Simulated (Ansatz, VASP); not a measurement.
# AgCl in VASP and in Ansatz

```
Ag Cl
1.0
     3.43397    0.00000    0.00000
     0.00000    3.43397    0.00000
     0.00000    0.00000    3.43397
Ag Cl
1 1
Direct
  0.00000 0.00000 0.00000
  0.41264 0.50000 0.50000
```

Alike in both runs: task single point; functional LDA; k mesh 10 × 10 × 10; occupations gaussian, width 0.03 eV; no spin polarisation.

|  | VASP | Ansatz |
| --- | --- | --- |
| version | VASP 6.6.1 | Ansatz 0.2.0 |
| potentials or method | VASP PAW LDA potentials, release 64 (Ag, Cl) | scalar-relativistic, plane waves, PAW |
| plane-wave cutoff (eV) | 520 | 420 |
| valence electrons in the cell | 18 | 26 |

```csv
,VASP,Ansatz,Ansatz less VASP
gap on the k mesh at the Fermi level (eV),0.29,0.26,-0.027
least direct gap on the mesh (eV),1.60,1.57,-0.026
pressure (GPa),-6.4,-6.4,+0.02
largest component of the traceless stress (GPa),0.22,0.21,-0.005
rms of the force components (eV/Å),0.052,0.054,+0.0027
```

Atom by atom the forces differ by 0.003 eV/Å (rms over components). The two sets of potentials don't hold the same shells in valence.

A k mesh can miss the band edges.
